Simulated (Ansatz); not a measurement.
Pd:

```
Pd
1.0
     0.00000    1.94650    1.94650
     1.94650    0.00000    1.94650
     1.94650    1.94650    0.00000
Pd
1
Direct
  0.00000 0.00000 0.00000
```

Base run:

```yaml
Program: Ansatz 0.2.0
Functional: PBE
Potentials_or_basis: Ansatz PAW
Cutoff: "420 eV (not typed: the program's choice for these potentials)"
k_mesh: 12 × 12 × 12
Occupations: gaussian, width 0.1 eV
Spin: no spin polarisation
```

Its results: band gap on the k mesh none (metal or under the smearing width); pressure 6.9 GPa.

Question: The run is repeated on the same cell with these changes: functional from PBE to PBEsol; occupations from gaussian, width 0.1 eV to fermi-dirac, width 0.05 eV. What comes out?

Answer: Band gap on the k mesh none (metal or under the smearing width); pressure -2.9 GPa.

Caveats: the PAW data sets come from PBE, with cores solved anew for the run's functional, which leaves a small shift of forces and pressure (some runs).
